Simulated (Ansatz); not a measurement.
Zn: stationary points along a deformation path

Computed with Ansatz 0.2.0, DFT PBE, scalar-relativistic, plane waves, PAW. Cutoff 420 eV, Γ-centred 22×22×22 k-points, Gaussian smearing of 0.15 eV. No spin polarisation. Energies are free energies at this smearing, counted from the undisturbed cell; pressure is positive in compression.

Zero of the scan (as given, not relaxed at this level; it stands at -0.1 GPa; this fcc form isn't the usual structure):

```xyz
1
Lattice="0.0000 1.9648 1.9648 1.9648 0.0000 1.9648 1.9648 1.9648 0.0000" Properties=species:S:1:pos:R:3 pbc="T T T"
Zn    0.0000    0.0000    0.0000
```

At fixed volume and fractional coordinates, lengths along (0.000, 0.000, 1.000) are scaled against those across it; ρ is that ratio over its starting value. V = 15.169 Å³/atom. Δσ is the stress along the axis less the mean stress across it (compression positive).

| ρ | ΔE (meV/atom) | Δσ (GPa) | space group |
| --- | --- | --- | --- |
| 0.707 | 60.8 | -0.01 | Im-3m |
| 0.780 | 47.2 | 4.14 | I4/mmm |
| 0.850 | 24.9 | 3.64 | I4/mmm |
| 1.000 | 0.0 | 0.00 | Fm-3m |
| 1.200 | 68.4 | -10.37 | I4/mmm |
| 1.300 | 118.3 | -9.97 | I4/mmm |
| 1.414 | 177.4 | -12.54 | I4/mmm |

Q: How does the stress give the slope of the energy, and where is the energy stationary?

A: Along the path d ln(length) is 2/3 d ln ρ on the axis and −1/3 d ln ρ across it, so dE/d ln ρ = −(2/3) V Δσ: the energy falls with ρ where Δσ is positive. Δσ vanishes or changes sign at ρ = 0.707 (Im-3m, an end of the scan), at 60.8 meV/atom; at ρ = 1.000 (Fm-3m), a minimum at 0.0 meV/atom. Pairs of stationary points between two samples would go unseen, and could change a minimum read from distant neighbours into a maximum. At ρ = 0.707, 1.000 the cell is cubic, where symmetry alone makes the stress isotropic and the slope zero.

In a metal these slopes depend on the k mesh and the smearing.